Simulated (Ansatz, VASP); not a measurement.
**One calculation of Mg, two programs**

```
Mg
1.0
    -1.75457    1.75457    1.75457
     1.75457   -1.75457    1.75457
     1.75457    1.75457   -1.75457
Mg
1
Direct
  0.00000 0.00000 0.00000
```

Alike in both runs: task relaxation of cell and atoms; functional LDA; k mesh 15 × 15 × 15; occupations fermi-dirac, width 0.08 eV; no spin polarisation.

```csv
,VASP,Ansatz
version,VASP 6.6.1,Ansatz 0.2.0
potentials or method,"VASP PAW LDA potentials, release 64 (Mg)","PAW with Ansatz's default frozen-core files, scalar-relativistic"
plane-wave cutoff (eV),600,420
valence electrons in the cell,2,10
```

```csv
,VASP,Ansatz,Ansatz less VASP
relaxed volume (Å³/atom),21.39,21.58,+0.189
relaxed cell length with the largest relative difference (Å),3.029,3.038,+0.0089
```

The two sets of potentials don't hold the same shells in valence.
